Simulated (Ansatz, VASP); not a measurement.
## Rb in VASP and in Ansatz

```
CELL_PARAMETERS angstrom
2.48234 -4.33651 0.00000
2.48234 4.33651 0.00000
0.00000 0.00000 8.04028
ATOMIC_POSITIONS crystal
Rb 0.83493 0.16507 0.75000
Rb 0.16507 0.83493 0.25000
```

This isn't the form of Rb at room conditions, which is bcc.

Alike in both runs: functional PBEsol; k mesh 10 × 10 × 6; occupations gaussian, width 0.1 eV; no spin polarisation.

Ansatz relaxed the structure, and its values are those at the end. VASP's run is a single point on that final structure, the one shown.

```csv
,VASP,Ansatz
version,VASP 6.6.1,Ansatz 0.2.0
potentials or method,"VASP PAW PBE potentials, release 64 (Rb_sv)","scalar-relativistic, plane waves, PAW"
plane-wave cutoff (eV),520,420
valence electrons in the cell,18,18
```

|  | VASP | Ansatz | Ansatz less VASP |
| --- | --- | --- | --- |
| gap on the k mesh at the Fermi level (eV) | none | none | - |
| pressure (GPa) | 0.0 | 0.0 | 0.00 |

A gap of «none» marks a metal or a gap that the smearing closes. With one functional, cell and mesh, what is left measures potentials, basis and numerics.

Caveats: the PAW data sets were made with another functional, which shifts forces and pressure a little (VASP).
